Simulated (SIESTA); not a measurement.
## HfN under changes of volume

One of the cells (14.793 Å³/atom); the others are scaled copies at fixed shape and fractional positions:

```
Hf N
1.0
     0.00000    2.45482    2.45482
     2.45482    0.00000    2.45482
     2.45482    2.45482    0.00000
Hf N
1 1
Direct
  0.00000 0.00000 0.00000
  0.25000 0.25000 0.25000
```

The cell comes from a database or a generator and needn't be the stable form of this composition.

* Program: SIESTA 5.4.2
* Functional: LDA
* Potentials or basis: PseudoDojo 0.4 standard (LDA files)
* Basis: DZP (energy shift 0.003 Ry; two zetas on semicore shells)
* Grid cutoff: 800 Ry
* Energy shift: 0.003 Ry
* k mesh: 9 × 9 × 9
* Occupations: fermi-dirac, width 0.05 eV
* Spin: no spin polarisation

```tsv
volume (Å³/atom)	energy over the lowest point (meV/atom)	pressure (GPa)
13.906	?	?
14.201	0.00	-0.2
14.497	4.47	-4.5
14.793	16.60	-8.4
15.089	35.45	-11.9
15.385	60.36	-14.9
15.681	90.65	-17.7
```

Task: What does the run at 13.906 Å³/atom give?

Result: Energy over the lowest point 3.93 meV/atom; pressure 4.5 GPa.

Worked out: A Birch-Murnaghan fit of order 3 (a polynomial in V^(-2/3)) to the other rows has its minimum at 14.19 Å³/atom, just outside them, with B0 = V·E''(V) = 223 GPa and B' = 4.6. It gives 4.02 meV/atom at 13.906 Å³/atom, against the run's 3.93, and -dE/dV = 4.7 GPa, against 4.5.

Energies are extrapolated to zero smearing.

Caveats: short orbitals over semicore shells can move pressures by several GPa; the basis of atomic orbitals isn't converged, which shifts pressures, moduli and gaps.
